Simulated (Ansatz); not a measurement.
I need the levels without and with spin-orbit coupling of PbS, space group Fm-3m. Use Ansatz 0.2.0 through its Python package. Use (first run): PBEsol, PAW, the default cutoff (420 eV here), 6×6×6 k-points, fixed occupations.

```
Pb S
1.0
     0.00000    2.96575    2.96575
     2.96575    0.00000    2.96575
     2.96575    2.96575    0.00000
Pb S
1 1
Cartesian
  0.0000 0.0000 0.0000
  2.9657 2.9657 2.9657
```

`soc.py`:
```python
"""Levels of PbS without and with spin-orbit coupling."""

import warnings

import ansatz as az


def main() -> None:
    warnings.simplefilter("ignore", az.DeckWarning)

    pbs = (
        az.Lattice.from_parameters(4.194204, 4.194204, 4.194204, alpha=60.0, beta=60.0, gamma=60.0)
        .atom("Pb", (0.0, 0.0, 0.0))
        .atom("S", (0.5, 0.5, 0.5))
    )

    base = (
        pbs.calculation()
        .functional("pbesol")
        .kpoints(6)
        .occupations("fixed")
        .band_table()  # levels at the mesh points
    )
    for label, variant in (("scalar-relativistic", base), ("spin-orbit", base.spin(soc=True))):
        summary = variant.run().report
        zero = summary["band_edges_ev"][0] if summary.get("band_edges_ev") else summary["fermi_energy_ev"]
        near = [round(e - zero, 3) for e in summary["eigenvalues_ev"][0] if abs(e - zero) < 3]
        print(label)
        print("  band edges (eV):", [round(e, 3) for e in summary.get("band_edges_ev") or []] or "none reported")
        print("  levels at k =", summary["kpoints_frac"][0], "within 3 eV of the zero:", near)


if __name__ == "__main__":
    main()
```

Running `python soc.py` prints:
```text
scalar-relativistic
  band edges (eV): [8.315, 8.565]
  levels at k = [0.0, 0.0, 0.0] within 3 eV of the zero: [-2.176, -2.176, -2.176]
spin-orbit
  band edges (eV): [8.101, 8.272]
  levels at k = [0.0, 0.0, 0.0] within 3 eV of the zero: [-2.325, -2.325, -1.958, -1.958, -1.958, -1.958]
```

The computed bands are complete only to about 5.2 eV above the Fermi level. Of the deposited cell: the entry's cell lengths or inner coordinates differ somewhat from later room-temperature determinations. The starting cell is as deposited in a crystallographic database; the results hold for this polymorph, which needn't be the stable one. Gaps and levels are Kohn-Sham values on a finite set of k-points. With spin-orbit coupling each level holds one electron and, with inversion or at time-reversal points, comes in pairs; a window in energy can cut a split set. Run time: 4 s on 1 thread of Intel(R) Xeon(R) Processor @ 2.30GHz (shared host), peak memory 0.6 GiB.
